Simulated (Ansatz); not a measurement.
# SnSe: the cost of one run

Program: Ansatz 0.2.0. Level of theory: DFT r2SCAN, scalar-relativistic, plane waves, PAW. These are calculated values, not measurements.

### 1 The structure to begin with

It takes space group Pm-3m (No. 221, cubic). Conventional cell: a = 3.182 Å, b = 3.182 Å, c = 3.182 Å, α = 90.00°, β = 90.00°, γ = 90.00°. Sn (site symmetry m-3m) has 8 Se at 2.76 Å as nearest neighbours. Se (site symmetry m-3m) has 8 Sn at 2.76 Å as nearest neighbours.

Structure file:

```
CELL_PARAMETERS angstrom
3.18210 0.00000 0.00000
0.00000 3.18210 0.00000
0.00000 0.00000 3.18210
ATOMIC_POSITIONS crystal
Sn 0.50000 0.50000 0.50000
Se 0.00000 0.00000 0.00000
```

(A quick probe on a coarse mesh, which set the mesh and smearing, is not shown.)

### 3 A loose first relaxation

The input, input.yaml:

```yaml
crystal:
  lattice:
    - [3.1821, 0.0, 0.0]
    - [0.0, 3.1821, 0.0]
    - [0.0, 0.0, 3.1821]
  atoms:
    - { symbol: Sn, position: [0.5, 0.5, 0.5] }
    - { symbol: Se, position: [0.0, 0.0, 0.0] }
basis:
  ecutwfc: 500
kpoints:
  mp_grid: { grid: [6, 6, 6] }
hamiltonian:
  xc: r2scan
scf:
  occupations: { method: gaussian, width: 0.1 }
output:
  forces: true
  stress: true
  eigenvalues: true
relax:
  adjacent_minimum: "off"
  f_tol: 0.05
  max_steps: 80
  cell: { stress_tol: 0.5 }
```

Run with:

```sh
> ansatz run input.yaml --threads 1 --pin off --max-ram 2560MiB --backend cpu --events-out ev --progress --plain --runs-dir out
```

Q: Estimate wall time and peak memory on 1 thread of Intel Xeon at 2.50GHz (Skylake/Cascade Lake), shared host.

About 25 s, with a peak of 0.45 GiB.
